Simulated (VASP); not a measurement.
Set up this calculation in VASP 6.6.1, as the native input.

- Task: relaxation of cell and atoms
- Functional: B3LYP
- Potentials or basis: VASP PAW PBE potentials, release 64 (Ag)
- Cutoff: 600 eV
- k mesh: 6 × 6 × 6
- Occupations: fermi-dirac, width 0.05 eV
- Spin: no spin polarisation
- Grid for exact exchange (PRECFOCK): Fast
- Exchange at q = 0: default
- Further INCAR settings: ALGO = Normal; EDIFF = 1e-06; IBRION = 2; EDIFFG = -0.01; NSW = 60; ISIF = 3

The system is Ag.

```
Ag
1.0
     0.00000    2.04275    2.04275
     2.04275    0.00000    2.04275
     2.04275    2.04275    0.00000
Ag
1
Cartesian
  0.0000 0.0000 0.0000
```

One way to write it, as run:

POSCAR

```
Ag
1.0
    0.0000000000      2.0427500000      2.0427500000
    2.0427500000      0.0000000000      2.0427500000
    2.0427500000      2.0427500000      0.0000000000
Ag
1
Direct
    0.0000000000      0.0000000000      0.0000000000
```

INCAR.step1

```
ALGO = Normal
EDIFF = 1E-5
ENCUT = 600
GGA = PE
ISMEAR = -1
LASPH = True
LCHARG = False
LREAL = False
LWAVE = True
NELM = 60
PREC = Accurate
SIGMA = 0.05
```

INCAR.step2

```
AEXX = 0.2
AGGAC = 0.81
AGGAX = 0.72
ALDAC = 0.19
ALGO = Normal
EDIFF = 1E-6
EDIFFG = -0.01
ENCUT = 600
GGA = B3
IBRION = 2
ISIF = 3
ISMEAR = -1
ISTART = 1
LASPH = True
LCHARG = False
LHFCALC = True
LREAL = False
LWAVE = False
NELM = 60
NSW = 60
PREC = Accurate
PRECFOCK = Fast
SIGMA = 0.05
```

KPOINTS

```
k-points
0
Gamma
  6 6 6
```

Potentials or basis: VASP PAW PBE potentials, release 64 (Ag).

Run with:

```sh
$ cat potpaw_PBE.64/Ag/POTCAR > POTCAR
$ cp INCAR.step1 INCAR
$ mpirun -np 1 vasp_std > vasp.out
$ cp INCAR.step2 INCAR
$ mpirun -np 1 vasp_std > vasp.out
```

It gave:

The relaxed volume is 19.28 Å³/atom, the relaxed cell is a = 3.010 Å, b = 3.010 Å, c = 3.010 Å, α = 60.00°, β = 60.00°, γ = 60.00° and the space group after relaxing (to 0.05 Å) is Fm-3m (No. 225). The energy gained by relaxing is 76.5 meV/atom, the ionic steps are 4 and the pressure after relaxing is -0.1 GPa. The band gap on the k mesh is none (metal or under the smearing width).

Caveat: the k mesh is coarse (spacing up to 0.44 Å⁻¹), so the values aren't converged, least of all with exact exchange; the PAW data sets were made with another functional, which shifts forces and pressure a little; the volume moved by +13 % from the deposited cell, more than functionals usually miss.

Run time: 7.2 min on 1 thread of Intel(R) Xeon(R) 6975P-C (Granite Rapids), with other jobs on the host, peak memory 0.16 GiB.
